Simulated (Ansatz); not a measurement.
Here is an Ansatz 0.2.0 calculation.

The input input.yaml:

```yaml
crystal:
  lattice:
    - [2.1273203072, -1.22828244, 0.0]
    - [2.1273203072, 1.22828244, 0.0]
    - [-1.3790696309, 0.0, 3.5028300786]
  atoms:
    - { symbol: C, position: [0.16664447, 0.16664447, 0.99990696] }
    - { symbol: C, position: [0.83335553, 0.83335553, 9.304e-05] }
hamiltonian:
  xc: pbe
  pseudopotentials: { kind: paw }
kpoints:
  mp_grid: { grid: [13, 13, 8] }
scf:
  occupations: { method: gaussian, width: 0.019 }
output:
  forces: true
  stress: true
  eigenvalues: true
  write_density: true
  write_potential: true
  elf: true
  volumetric_format: npy
```

Potentials or basis: Ansatz PAW.

Launch:

```sh
$ ansatz run input.yaml --threads 2 --pin off --max-ram 5632MiB --backend cpu --events-out ev --progress --plain --runs-dir out
```

Q: Estimate the pressure.

A: 3.8 GPa.

Q: Estimate the largest force.

A: 0.004 eV/Å.

Q: Predict the band gap on the k mesh.

A: 0.93 eV, indirect (least direct gap 0.94 eV).

Forces in eV/Å, atoms in the order of the input:
```
C   -0.002  0.000  0.004
C    0.002  0.000 -0.004
```

Caveat: odd divisions of the mesh miss points on the zone boundary, where band edges often lie, so the gap on the mesh can be too wide; the pressure holds a Pulay correction of +0.5 GPa for the finite cutoff; this functional lacks dispersion, which binds the layers, so the pressure and a relaxed spacing across them are unreliable. A k mesh can miss the band edges.
